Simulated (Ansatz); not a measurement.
**PbS: pressure against volume**

A database entry relaxed whole under r2SCAN (Fm-3m):

```xyz
2
Lattice="0.0000 2.9879 2.9879 2.9879 0.0000 2.9879 2.9879 2.9879 0.0000" Properties=species:S:1:pos:R:3 pbc="T T T"
Pb    0.0000    0.0000    0.0000
S     2.9879    2.9879    2.9879
```

The cell was scaled uniformly, its shape held, and the atoms relaxed at each volume with plane-wave PAW DFT (Ansatz 0.2.0; r2SCAN, 500 eV, 8×8×8 Γ-centred mesh, fermi-dirac occupations of width 0.020 eV; no spin, no spin-orbit coupling). One row is withheld.

| volume (Å³/atom) | energy over the lowest (meV/atom) | pressure (GPa) |
| --- | --- | --- |
| 25.074 | 19.0 | 4.05 |
| 25.608 | ? | ? |
| 26.141 | 1.9 | 1.19 |
| 26.675 | 0.0 | -0.03 |
| 27.208 | 2.0 | -1.12 |
| 27.742 | 7.4 | -2.11 |
| 28.275 | 15.9 | -3.00 |

Question: Fit the pressures of the other rows to the third-order Birch-Murnaghan form.

Answer: With f = [(V₀/V)^(2/3) − 1]/2 and P = 3B₀f(1 + 2f)^(5/2)[1 + 3(B₀′ − 4)f/2], least squares gives V₀ = 26.66 Å³ an atom, B₀ = 57.8 GPa and B₀′ = 4.3; the rows miss the fit by less than 0.01 GPa. The slope of the energies differs from these pressures by less than 0.05 GPa.

Question: What does the withheld row hold?

Answer: The fit gives 2.54 GPa at 25.608 Å³; the run gave 2.54 GPa and 8.1 meV an atom.

Caveats: the shape of the cell was held; 0 K, fixed nuclei; the symmetry was kept, and this need not be the phase that is stable at 0 K; one mesh for all volumes; pressure is positive in compression.
